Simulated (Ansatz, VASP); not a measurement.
# MgO: VASP beside Ansatz, part 2 of 3

Aim: how closely do two programs agree when they are given the same cell, functional and k mesh? The cell is taken from a series of VASP runs on this material, whose earlier steps may have relaxed, scaled or displaced it; both programs get it as it stands.

VASP 6.6.1 and Ansatz 0.2.0.

So far: The structure; Ansatz: zone-centre phonons, PBE.

## Step 3: VASP: zone-centre phonons, PBE

Level of this step: PBE; plane waves and PAW (Mg, O) (VASP).

The same cell, functional and mesh now go to VASP, with its own data sets and cutoff.

Lines of VASP's logs that name or quote its potential files are left out, and so is its time.

INCAR reads:

```
SYSTEM = MgO
PREC = Accurate
ENCUT = 520
EDIFF = 1E-08
NELM = 100
ISMEAR = 0
SIGMA = 0.03
LREAL = .FALSE.
ALGO = Normal
GGA = PE
NBANDS = 10
LORBIT = 11
LWAVE = .FALSE.
LCHARG = .FALSE.
KPAR = 2
IBRION = 8
LEPSILON = .TRUE.
ISIF = 2
```

POSCAR reads:

```
MgO
1.0
    0.0000000000      2.1233907187      2.1233907187
    2.1233907187      0.0000000000      2.1233907187
    2.1233907187      2.1233907187      0.0000000000
Mg O
1 1
Direct
    0.0000000000      0.0000000000      0.0000000000
    0.5000000000      0.5000000000      0.5000000000
```

KPOINTS reads:

```
Automatic mesh
0
Gamma
8 8 8
0 0 0
```

PAW data sets: Mg and O (PBE family, release 64).

Command:

```console
$ mpirun -np 2 vasp_std
```

Numbers of over 12 decimals in the logs are rounded to 6 here.

The log of the run:

```text
[banner, memory and clock lines left out]
running    2 mpi-ranks, on    1 nodes
 distrk:  each k-point on    1 cores,    2 groups
 distr:  one band on    1 cores,    1 groups

 POSCAR found type information on POSCAR MgO
 POSCAR found :  2 types and       2 ions
 LDA part: xc-table for (Slater+PW92), standard interpolation
 POSCAR, INCAR and KPOINTS ok, starting setup
 FFT: planning ... GRIDC
 FFT: planning ... GRID_SOFT
 FFT: planning ... GRID
 WAVECAR not read
 entering main loop
       N       E                     dE             d eps       ncg     rms          rms(c)
DAV:   1     0.129204565552E+02    0.12920E+02   -0.47515E+03   684   0.717E+02
DAV:   2    -0.128984738950E+02   -0.25819E+02   -0.25473E+02   666   0.141E+02
DAV:   3    -0.134676805265E+02   -0.56921E+00   -0.56859E+00   680   0.181E+01
DAV:   4    -0.134688584284E+02   -0.11779E-02   -0.11779E-02   638   0.991E-01
DAV:   5    -0.134688623616E+02   -0.39332E-05   -0.39332E-05   644   0.562E-02    0.720E+00
DAV:   6    -0.119315710758E+02    0.15373E+01   -0.92566E+00   588   0.180E+01    0.228E+00
DAV:   7    -0.119176452464E+02    0.13926E-01   -0.55867E-02   620   0.225E+00    0.134E+00
DAV:   8    -0.119120342293E+02    0.56110E-02   -0.28150E-02   588   0.205E+00    0.218E-01
DAV:   9    -0.119117600300E+02    0.27420E-03   -0.40036E-04   640   0.153E-01    0.129E-01
DAV:  10    -0.119117760504E+02   -0.16020E-04   -0.43205E-04   618   0.169E-01    0.738E-03
DAV:  11    -0.119117777237E+02   -0.16733E-05   -0.20669E-06   662   0.125E-02    0.554E-03
DAV:  12    -0.119117776637E+02    0.60076E-07   -0.70261E-07   632   0.714E-03    0.411E-04
DAV:  13    -0.119117776677E+02   -0.40648E-08   -0.29521E-08   580   0.103E-03
   1 F= -.11911778E+02 E0= -.11911778E+02  d E =-.180724E-25
 Linear response reoptimize wavefunctions to high precision
DAV:   1    -0.119117776407E+02    0.27039E-07   -0.10536E-09   398   0.248E-04
DAV:   2    -0.119117776407E+02   -0.29672E-10   -0.28480E-11   336   0.544E-05
 Linear response G [H, r] |phi>, progress :
  Direction:   1
       N       E                     dE             d eps       ncg     rms
RMM:   1    -0.325037079021E+02   -0.32504E+02    0.86456E+00  1265   0.504E+01
RMM:   2    -0.304245863295E+02    0.20791E+01   -0.60950E-01   930   0.638E+00
RMM:   3    -0.304267498712E+02   -0.21635E-02   -0.37986E-03   971   0.399E-01
RMM:   4    -0.304268163791E+02   -0.66508E-04   -0.31948E-05  1021   0.327E-02
RMM:   5    -0.304268173657E+02   -0.98660E-06    0.97818E-08  1046   0.282E-03
RMM:   6    -0.304268173951E+02   -0.29404E-07    0.75188E-08   966   0.310E-04
RMM:   7    -0.304268174012E+02   -0.60766E-08    0.16362E-08   772   0.901E-05
 Linear response G [H, r] |phi>, progress :
  Direction:   2
       N       E                     dE             d eps       ncg     rms
RMM:   1    -0.304768811854E+02   -0.30477E+02    0.17641E+01  1268   0.499E+01
RMM:   2    -0.301890911519E+02    0.28779E+00   -0.67749E-01   923   0.668E+00
RMM:   3    -0.301913878442E+02   -0.22967E-02   -0.31022E-03   967   0.387E-01
RMM:   4    -0.301914465670E+02   -0.58723E-04   -0.28878E-05  1023   0.319E-02
RMM:   5    -0.301914475525E+02   -0.98553E-06    0.22937E-08  1035   0.283E-03
RMM:   6    -0.301914475814E+02   -0.28897E-07    0.51956E-09   960   0.295E-04
RMM:   7    -0.301914475806E+02    0.84761E-09    0.82592E-09   751   0.702E-05
 Linear response G [H, r] |phi>, progress :
  Direction:   3
       N       E                     dE             d eps       ncg     rms
RMM:   1    -0.274917179502E+02   -0.27492E+02    0.55608E+01  1197   0.492E+01
RMM:   2    -0.257600403906E+02    0.17317E+01   -0.46979E-01   910   0.553E+00
RMM:   3    -0.257620494965E+02   -0.20091E-02   -0.32236E-03   955   0.348E-01
RMM:   4    -0.257620867643E+02   -0.37268E-04   -0.47459E-05   989   0.317E-02
RMM:   5    -0.257620871876E+02   -0.42333E-06   -0.48280E-07  1004   0.303E-03
RMM:   6    -0.257620871905E+02   -0.28199E-08   -0.23399E-08   901   0.356E-04
 Linear response to external field (no local field effect), progress :
  Direction:   1
       N       E                     dE             d eps       ncg     rms          rms(c)
RMM:   1    -0.134008082122E+00   -0.13401E+00   -0.42358E-01  1271   0.178E+00
RMM:   2    -0.134629577113E+00   -0.62149E-03   -0.10551E-03   905   0.224E-01
RMM:   3    -0.134633943654E+00   -0.43665E-05   -0.32843E-06   942   0.129E-02
RMM:   4    -0.134633963157E+00   -0.19503E-07   -0.18356E-08   949   0.979E-04
RMM:   5    -0.134633963290E+00   -0.13285E-09   -0.11513E-10   780   0.848E-05
 change of polarisation eV/A/(eV/A) component  1 :     0.269     0.086     0.026
 dielectric tensor                  component  1 :     3.545     0.811     0.248
 Linear response to external field (no local field effect), progress :
  Direction:   2
       N       E                     dE             d eps       ncg     rms          rms(c)
RMM:   1    -0.134605799255E+00   -0.13461E+00   -0.43157E-01  1253   0.178E+00
RMM:   2    -0.135342492323E+00   -0.73669E-03   -0.10841E-03   903   0.227E-01
RMM:   3    -0.135347847714E+00   -0.53554E-05   -0.38848E-06   946   0.137E-02
RMM:   4    -0.135347874162E+00   -0.26448E-07   -0.22556E-08   950   0.106E-03
RMM:   5    -0.135347874318E+00   -0.15612E-09   -0.17440E-10   783   0.931E-05
[...]
Linear response to external field (no local field effect), progress :
  Direction:   3
       N       E                     dE             d eps       ncg     rms          rms(c)
RMM:   1    -0.833501977416E-01   -0.83350E-01   -0.21989E-01  1220   0.137E+00
RMM:   2    -0.840239691756E-01   -0.67377E-03   -0.64797E-04   911   0.167E-01
RMM:   3    -0.840262886074E-01   -0.23194E-05   -0.21048E-06   929   0.947E-03
RMM:   4    -0.840263014323E-01   -0.12825E-07   -0.12520E-08   911   0.748E-04
RMM:   5    -0.840263015212E-01   -0.88933E-10   -0.90476E-11   711   0.696E-05
 change of polarisation eV/A/(eV/A) component  3 :     0.026    -0.039     0.168
 dielectric tensor                  component  3 :     0.248    -0.365     2.588
 Linear response to external field, progress :
  Direction:   1
       N       E                     dE             d eps       ncg     rms          rms(c)
RMM:   1    -0.117428870369E+00   -0.11743E+00   -0.35942E-01  2501   0.164E+00
RMM:   2    -0.117998628094E+00   -0.56976E-03   -0.91921E-04  1831   0.203E-01    0.537E-01
RMM:   3    -0.117140473708E+00    0.85815E-03   -0.10614E-03  1815   0.271E-01    0.326E-01
RMM:   4    -0.125202788033E+00   -0.80623E-02   -0.20698E-03  1795   0.401E-01    0.323E-02
RMM:   5    -0.126057253161E+00   -0.85447E-03   -0.30718E-05  1908   0.510E-02    0.648E-03
RMM:   6    -0.126162759089E+00   -0.10551E-03   -0.42653E-07  1947   0.585E-03    0.260E-03
RMM:   7    -0.126208387052E+00   -0.45628E-04   -0.13585E-07  1940   0.321E-03    0.153E-04
RMM:   8    -0.126209996909E+00   -0.16099E-05   -0.81369E-10  1859   0.235E-04    0.692E-05
RMM:   9    -0.126210338359E+00   -0.34145E-06   -0.19314E-10  1659   0.129E-04    0.851E-06
 change of polarisation eV/A/(eV/A) component  1 :     0.229     0.057     0.018
 dielectric tensor                  component  1 :     3.164     0.536     0.169
 Linear response to external field, progress :
  Direction:   2
       N       E                     dE             d eps       ncg     rms          rms(c)
RMM:   1    -0.117268068765E+00   -0.11727E+00   -0.35781E-01  2514   0.165E+00
RMM:   2    -0.117998696588E+00   -0.73063E-03   -0.93346E-04  1834   0.207E-01    0.537E-01
RMM:   3    -0.117144089357E+00    0.85461E-03   -0.10605E-03  1808   0.271E-01    0.326E-01
RMM:   4    -0.125202751907E+00   -0.80587E-02   -0.20673E-03  1802   0.401E-01    0.323E-02
RMM:   5    -0.126056584171E+00   -0.85383E-03   -0.30610E-05  1908   0.510E-02    0.647E-03
RMM:   6    -0.126163193586E+00   -0.10661E-03   -0.42993E-07  1954   0.588E-03    0.259E-03
RMM:   7    -0.126208401176E+00   -0.45208E-04   -0.13507E-07  1944   0.320E-03    0.154E-04
RMM:   8    -0.126210086545E+00   -0.16854E-05   -0.89665E-10  1867   0.245E-04    0.715E-05
RMM:   9    -0.126210340930E+00   -0.25438E-06   -0.24609E-10  1662   0.128E-04    0.797E-06
 change of polarisation eV/A/(eV/A) component  2 :     0.046     0.229    -0.012
 dielectric tensor                  component  2 :     0.435     3.164    -0.117
 Linear response to external field, progress :
  Direction:   3
       N       E                     dE             d eps       ncg     rms          rms(c)
RMM:   1    -0.117267144567E+00   -0.11727E+00   -0.35780E-01  2516   0.165E+00
RMM:   2    -0.117998684960E+00   -0.73154E-03   -0.93415E-04  1836   0.207E-01    0.537E-01
RMM:   3    -0.117144474148E+00    0.85421E-03   -0.10615E-03  1811   0.271E-01    0.326E-01
RMM:   4    -0.125202800962E+00   -0.80583E-02   -0.20692E-03  1802   0.401E-01    0.323E-02
RMM:   5    -0.126056623263E+00   -0.85382E-03   -0.30626E-05  1911   0.510E-02    0.647E-03
RMM:   6    -0.126163189946E+00   -0.10657E-03   -0.43019E-07  1954   0.588E-03    0.259E-03
RMM:   7    -0.126208405617E+00   -0.45216E-04   -0.13507E-07  1943   0.320E-03    0.154E-04
RMM:   8    -0.126210083330E+00   -0.16777E-05   -0.88561E-10  1878   0.245E-04    0.714E-05
RMM:   9    -0.126210340065E+00   -0.25673E-06   -0.22985E-10  1658   0.128E-04    0.798E-06
 change of polarisation eV/A/(eV/A) component  3 :     0.005     0.024     0.229
 dielectric tensor                  component  3 :     0.048     0.229     3.164
 Linear response DOF=           2
 Linear response progress:
  Degree of freedom:   1/  2
       N       E                     dE             d eps       ncg     rms          rms(c)
RMM:   1    -0.184074947474E-02   -0.18407E-02   -0.35815E-06  2401   0.498E-01
RMM:   2    -0.179078993807E-02    0.49960E-04   -0.15622E-04  1802   0.829E-02    0.320E-02
RMM:   3    -0.176936179157E-02    0.21428E-04   -0.14786E-05  1870   0.278E-02    0.170E-02
RMM:   4    -0.177078330212E-02   -0.14215E-05   -0.13869E-05  1851   0.270E-02    0.323E-03
RMM:   5    -0.177175268132E-02   -0.96938E-06   -0.36635E-07  1860   0.510E-03    0.403E-04
RMM:   6    -0.177186263188E-02   -0.10995E-06   -0.48298E-09  1879   0.602E-04    0.176E-04
RMM:   7    -0.177186754921E-02   -0.49173E-08   -0.17705E-09  1892   0.391E-04    0.264E-05
 first order change of Fermi-energy   0.20101E-04
 force on displaced ion       1 direction 1 :  -4.907   0.000   0.000
 Born effective charge ion    1 direction 1 :   1.979   0.000   0.000
 Linear response progress:
  Degree of freedom:   2/  2
       N       E                     dE             d eps       ncg     rms          rms(c)
RMM:   1    -0.354915577852E+00   -0.35492E+00    0.41244E-01  2107   0.430E+00
RMM:   2    -0.356118810323E+00   -0.12032E-02   -0.15204E-03  1846   0.309E-01    0.129E-01
RMM:   3    -0.357715572617E+00   -0.15968E-02   -0.34952E-04  1765   0.138E-01    0.702E-02
RMM:   4    -0.360070293806E+00   -0.23547E-02   -0.36227E-04  1653   0.146E-01    0.203E-02
RMM:   5    -0.360118569305E+00   -0.48275E-04   -0.52336E-06  1881   0.243E-02    0.171E-03
RMM:   6    -0.360113151986E+00    0.54173E-05   -0.80518E-08  2045   0.227E-03    0.975E-04
RMM:   7    -0.360102823429E+00    0.10329E-04   -0.17291E-08  1939   0.128E-03    0.113E-04
RMM:   8    -0.360102704818E+00    0.11861E-06   -0.14690E-10  1960   0.833E-05    0.374E-05
RMM:   9    -0.360102862775E+00   -0.15796E-06   -0.16188E-10  2018   0.722E-05    0.446E-06
RMM:  10    -0.360102826356E+00    0.36420E-07   -0.14272E-10  1866   0.116E-05    0.160E-06
RMM:  11    -0.360102828408E+00   -0.20528E-08   -0.15754E-10  1779   0.928E-06    0.130E-07
 first order change of Fermi-energy   0.11704E-02
 force on displaced ion       2 direction 1 :  -4.934   0.000   0.000
 Born effective charge ion    2 direction 1 :  -1.981   0.000   0.000
 Born effective charges drift removed
 Linear response finished
```

From OUTCAR (step 3):

```text
ion  position               nearest neighbor table
   1  0.000  0.000  0.000-   2 2.12   2 2.12   2 2.12   2 2.12   2 2.12   2 2.12
   2  0.500  0.500  0.500-   1 2.12   1 2.12   1 2.12   1 2.12   1 2.12   1 2.12

  LATTYP: Found a face centered cubic cell.
 ALAT       =     4.2467814374

 Subroutine GETGRP returns: Found 48 space group operations
 (whereof 48 operations were pure point group operations)

The static configuration has the point symmetry O_h .

 Found     29 irreducible k-points:

   k-points           NKPTS =     29   k-points in BZ     NKDIM =     29   number of bands    NBANDS=     10

   dimension x,y,z NGX =    24 NGY =   24 NGZ =   24
   dimension x,y,z NGXF=    48 NGYF=   48 NGZF=   48

   ENCUT  =  520.0 eV  38.22 Ry    6.18 a.u.   5.58  5.58  5.58*2*pi/ulx,y,z

   NELECT =       8.0000    total number of electrons

 k-points in reciprocal lattice and weights: Automatic mesh
   0.00000000  0.00000000  0.00000000       0.002
   0.12500000  0.00000000  0.00000000       0.016
   0.25000000  0.00000000  0.00000000       0.016
   0.37500000  0.00000000  0.00000000       0.016
   0.50000000  0.00000000  0.00000000       0.008
   0.12500000  0.12500000  0.00000000       0.012
   0.25000000  0.12500000  0.00000000       0.047
   0.37500000  0.12500000  0.00000000       0.047
   0.50000000  0.12500000  0.00000000       0.047
[...]
-0.37500000  0.50000000  0.12500000       0.023
  -0.25000000  0.50000000  0.25000000       0.012

 average (electrostatic) potential at core
       1 -35.2897       2 -69.7445

  Total        0.0015397      0.0015397      0.0015397      0.0000000      0.0000000      0.0000000
  in kB        0.1288297      0.1288297      0.1288297      0.0000000      0.0000000      0.0000000
  external PRESSURE =       0.1288297 kB  Pullay stress =       0.0000000 kB

  energy-cutoff  :      520.00
  volume of cell :       19.15
      direct lattice vectors                 reciprocal lattice vectors
     0.000000000  2.123390719  2.123390719    -0.235472443  0.235472443  0.235472443
     2.123390719  0.000000000  2.123390719     0.235472443 -0.235472443  0.235472443
     2.123390719  2.123390719  0.000000000     0.235472443  0.235472443 -0.235472443

 POSITION                                       TOTAL-FORCE (eV/Angst)
 -----------------------------------------------------------------------------------
      0.00000      0.00000      0.00000         0.000000     -0.000000     -0.000000
      2.12339      2.12339      2.12339        -0.000000      0.000000      0.000000
 -----------------------------------------------------------------------------------
    total drift:                               -0.000000     -0.000000      0.000000

 MACROSCOPIC STATIC DIELECTRIC TENSOR (including local field effects in DFT)
 ------------------------------------------------------
           3.164074     0.000000    -0.000000
          -0.000000     3.164074     0.000000
          -0.000000     0.000000     3.164074
 ------------------------------------------------------

 PIEZOELECTRIC TENSOR (including local field effects)  for field in x, y, z        (C/m^2)
          XX          YY          ZZ          XY          YZ          ZX
  --------------------------------------------------------------------------------
  x     0.00000     0.00000     0.00000     0.00000     0.00000     0.00000
  y     0.00000     0.00000     0.00000     0.00000     0.00000     0.00000
  z     0.00000     0.00000     0.00000     0.00000     0.00000     0.00000

 BORN EFFECTIVE CHARGES (including local field effects) (in |e|, cummulative output)
 ---------------------------------------------------------------------------------
 ion    1
    1     1.97995    -0.00000     0.00000
    2     0.00000     1.97995     0.00000
    3     0.00000     0.00000     1.97995
 ion    2
    1    -1.97995     0.00000     0.00000
    2    -0.00000    -1.97995     0.00000
    3     0.00000     0.00000    -1.97995

 Eigenvectors and eigenvalues of the dynamical matrix
 ----------------------------------------------------

   1 f  =   11.167566 THz    70.167887 2PiTHz  372.509907 cm-1    46.185321 meV
             X         Y         Z           dx          dy          dz
      0.000000  0.000000  0.000000     0.000000    0.629027    0.000000
      2.123391  2.123391  2.123391     0.000000   -0.777383    0.000000

   2 f  =   11.167566 THz    70.167887 2PiTHz  372.509907 cm-1    46.185321 meV
             X         Y         Z           dx          dy          dz
      0.000000  0.000000  0.000000    -0.629027    0.000000    0.000000
      2.123391  2.123391  2.123391     0.777383    0.000000    0.000000

   3 f  =   11.167566 THz    70.167887 2PiTHz  372.509907 cm-1    46.185321 meV
             X         Y         Z           dx          dy          dz
      0.000000  0.000000  0.000000     0.000000    0.000000   -0.629027
      2.123391  2.123391  2.123391     0.000000    0.000000    0.777383

   4 f/i=    0.014814 THz     0.093081 2PiTHz    0.494150 cm-1     0.061267 meV
             X         Y         Z           dx          dy          dz
      0.000000  0.000000  0.000000     0.777383    0.000000    0.000000
      2.123391  2.123391  2.123391     0.629027    0.000000    0.000000

   5 f/i=    0.014814 THz     0.093081 2PiTHz    0.494150 cm-1     0.061267 meV
             X         Y         Z           dx          dy          dz
      0.000000  0.000000  0.000000     0.000000   -0.777383    0.000000
      2.123391  2.123391  2.123391     0.000000   -0.629027    0.000000

   6 f/i=    0.014814 THz     0.093081 2PiTHz    0.494150 cm-1     0.061267 meV
             X         Y         Z           dx          dy          dz
      0.000000  0.000000  0.000000     0.000000    0.000000    0.777383
      2.123391  2.123391  2.123391     0.000000    0.000000    0.629027

 MACROSCOPIC STATIC DIELECTRIC TENSOR IONIC CONTRIBUTION
 ------------------------------------------------------
           7.528807     0.000000     0.000000
           0.000000     7.528807    -0.000000
           0.000000    -0.000000     7.528807
 ------------------------------------------------------

 ELASTIC MODULI CONTR FROM IONIC RELAXATION (kBar)
 Direction    XX          YY          ZZ          XY          YZ          ZX
 --------------------------------------------------------------------------------
 XX           0.0000      0.0000      0.0000      0.0000      0.0000      0.0000
 YY           0.0000      0.0000      0.0000      0.0000      0.0000      0.0000
 ZZ           0.0000      0.0000      0.0000      0.0000      0.0000      0.0000
 XY           0.0000      0.0000      0.0000      0.0000      0.0000      0.0000
 YZ           0.0000      0.0000      0.0000      0.0000      0.0000      0.0000
 ZX           0.0000      0.0000      0.0000      0.0000      0.0000      0.0000
 --------------------------------------------------------------------------------

 PIEZOELECTRIC TENSOR IONIC CONTR  for field in x, y, z        (C/m^2)
          XX          YY          ZZ          XY          YZ          ZX
  --------------------------------------------------------------------------------
  x     0.00000     0.00000     0.00000     0.00000     0.00000     0.00000
  y     0.00000     0.00000     0.00000     0.00000     0.00000     0.00000
  z     0.00000     0.00000     0.00000     0.00000     0.00000     0.00000
```

Energies printed during the response cycles are not total energies of the cell.

## Step 4: Comparison

Known differences besides the potentials themselves: the data sets hold 16 valence electrons in Ansatz (default PAW (the set named soft_2) files) and 8 in VASP; the cutoff is 420 eV in Ansatz and 520 eV in VASP; VASP leaves aspherical gradient terms in its spheres out (LASPH is not set), Ansatz keeps them. Total energies have different zeros and are not compared.

Both answers:

| quantity | Ansatz | VASP | difference |
| --- | --- | --- | --- |
| ε∞ xx | 3.23 | 3.16 | +2.24 % |
| ε∞ yy | 3.23 | 3.16 | +2.24 % |
| ε∞ zz | 3.23 | 3.16 | +2.24 % |
| Born charge of Mg1 (mean of the diagonal) (e) | 2.00 | 1.98 | +0.02 |
| Born charge of O2 (mean of the diagonal) (e) | -2.00 | -1.98 | -0.02 |
| optical mode 1 to 3 (cm⁻¹) | 369.3 | 372.5 | -0.86 % |

Modes are paired by rising frequency and degeneracy, not by their patterns, so a pair may still set unlike modes beside each other.

(Continued in part 3 of 3.)

[Lines on the potential files, build, host, timing and source positions are cut from VASP's logs without a mark.]

[Logs are printed without paths, hosts, clocks, repeated set-up lines and the standing remarks that a program may print on its own settings, such as how far it seeks lower states.]

[Hosts, paths, dates, database ids (printed as entryN), source tags and the programs' standing remarks are cut or masked in the printed files.]
